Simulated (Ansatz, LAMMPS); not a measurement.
# Static equation of state of Al2O3 with crystalline order left by the classical run (155 atoms)

Density of this cell: 3.59 g/cm³. The cell holds 155 atoms: 62 Al and 93 O. Cell: a = 11.199 Å, b = 11.006 Å, c = 11.904 Å, α = 87.5°, β = 90.1°, γ = 93.6°. The starting structure: 155 atoms (62 Al, 93 O) placed at random at 3.6 g/cm³, melted at 5000 K for 10 ps at fixed volume with the Morse and Coulomb pair potential with partial charges (Pedone, Malavasi, Menziani, Cormack and Segre, J. Phys. Chem. B 110, 11780 (2006)). Quenched from 5000 K to 300 K at 20 K/ps and fixed volume, held 5 ps, then minimised at fixed cell.

Calculated with Ansatz 0.2.0: Kohn-Sham DFT, PBE, PAW (set soft_1), plane waves; cutoff 420 eV, Γ point, fixed occupations. Cell and atoms were relaxed first, to V0 = 9.4389 Å³ an atom at a residual P0 = 0.014 GPa. The cell was then scaled evenly, and the atoms were relaxed at each volume.

```
volume (Å³/atom)  pressure (GPa)
          8.4950           21.51
          8.8725               ?
          9.1557           5.167
          9.7220          -4.036
          10.005          -6.408
```

**Question.** Fit the third-order Birch–Murnaghan equation to the rows given and interpolate to the withheld row.

Worked fit:

Take the Eulerian strain f = ½[(V0/V)^(2/3) − 1] and the normalised pressure F = (P − P0) / [3f(1 + 2f)^(5/2)]. The third-order Birch–Murnaghan equation is then the line F = B0 + (3/2)B0(B′ − 4) f, so u = f and v = F.

```
      u = f  v = F (GPa)
  0.0363830      165.245
  0.0102569      159.190
-0.00975658      145.338
 -0.0190506      123.821
```

With n = 4: mean u = 0.00445819, mean v = 148.398, Σ(u − ū)² = 0.0018075, Σ(u − ū)(v − v̄) = 1.2217. Slope b = 1.2217 / 0.0018075 = 675.89; intercept a = v̄ − b ū = 145.39.

So B0 = a = 145 GPa and B′ = 4 + 2b/(3a) = 7.10. At the withheld volume f = 0.02106, F = a + b f = 159.6 GPa, and P = P0 + 3f(1 + 2f)^(5/2) F.

Prediction at 8.8725: 11.19 GPa. The run gave 11.43 GPa, so the fit is low by 0.24 GPa (2.1 % of the value).

The series isn't one smooth equation of state: even a line fitted to all rows, the withheld one included, misses F by up to 7.1 %, the count of bonds changes along the series and an atom moves over 0.5 Å in some relaxation. B0 and B′ are then only the numbers of this fit, not moduli of the material. Among the rows given, the largest miss of the fit is at 8.4950, by 0.62 GPa (2.2 % of the range of the table).

Limits: Static cells at zero temperature; the cell shape is held. The program notes that the SCF threshold of these relaxations is loose for the stress. The quench rate of 20 K/ps is many orders above laboratory rates, so the cell is likely richer in defects and strain than a real sample. The network of bonds at the start is that of the classical potential that made the cell, and needn't be the one that DFT or experiment would give. Only the Γ point is sampled, in a cell whose shortest periodic width is 11 Å.

[Logs are printed without paths, hosts, clocks, repeated set-up lines and the standing remarks that a program may print on its own settings, such as how far it seeks lower states.]

[Hosts, paths, dates, database ids (printed as entryN), source tags and the programs' standing remarks are cut or masked in the printed files.]
